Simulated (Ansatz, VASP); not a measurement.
## CuAu: VASP beside Ansatz

File INCAR:

```
ALGO = Fast
EDIFF = 1E-6
ENCUT = 520
GGA = PE
ISIF = 2
ISMEAR = 0
LASPH = True
LCHARG = True
LELF = True
LREAL = False
LVHAR = True
LWAVE = False
NBANDS = 18
NELM = 100
PREC = Accurate
SIGMA = 0.02
```

KPOINTS

```
k-points
0
Gamma
  9 9 7
```

Contents of POSCAR:

```
CuAu
1.0
    2.8107494552      0.0000000000      0.0000000000
    0.0000000000      2.8107494552      0.0000000000
    0.0000000000      0.0000000000      3.6850000000
Au Cu
1 1
Direct
    0.0000000000      0.0000000000      0.0000000000
    0.5000000000      0.5000000000      0.5000000000
```

File input.yaml:

```yaml
crystal:
  lattice:
    - [2.8107494552, 0.0, 0.0]
    - [0.0, 2.8107494552, 0.0]
    - [0.0, 0.0, 3.685]
  atoms:
    - { symbol: Au, position: [0.0, 0.0, 0.0] }
    - { symbol: Cu, position: [0.5, 0.5, 0.5] }
kpoints:
  mp_grid: { grid: [9, 9, 7] }
scf:
  occupations: { method: gaussian, width: 0.02 }
hamiltonian:
  xc: pbe
  pseudopotentials: { kind: all_electron, lapw: { basis_error: 0.001 } }
output:
  forces: true
  stress: true
  eigenvalues: true
```

Alike in both runs: task single point; functional PBE; k mesh 9 × 9 × 7; occupations gaussian, width 0.02 eV; no spin polarisation.

|  | VASP | Ansatz |
| --- | --- | --- |
| version | VASP 6.6.1 | Ansatz 0.2.0 |
| potentials or method | VASP PAW PBE potentials, release 64 (Au, Cu) | all-electron LAPW, scalar-relativistic |
| plane-wave cutoff (eV) | 520 | see its input |

|  | VASP | Ansatz | Ansatz less VASP |
| --- | --- | --- | --- |
| gap on the k mesh at the Fermi level (eV) | none | none | - |
| pressure (GPa) | 4.5 | 4.5 | +0.01 |
| largest component of the traceless stress (GPa) | 0.39 | 0.44 | +0.044 |

A gap of «none» marks a metal or a gap that the smearing closes. Ansatz ran all-electron here, so the differences hold the error of VASP's frozen core and of both bases.

Spin-orbit coupling is left out, which matters for the levels of Au.
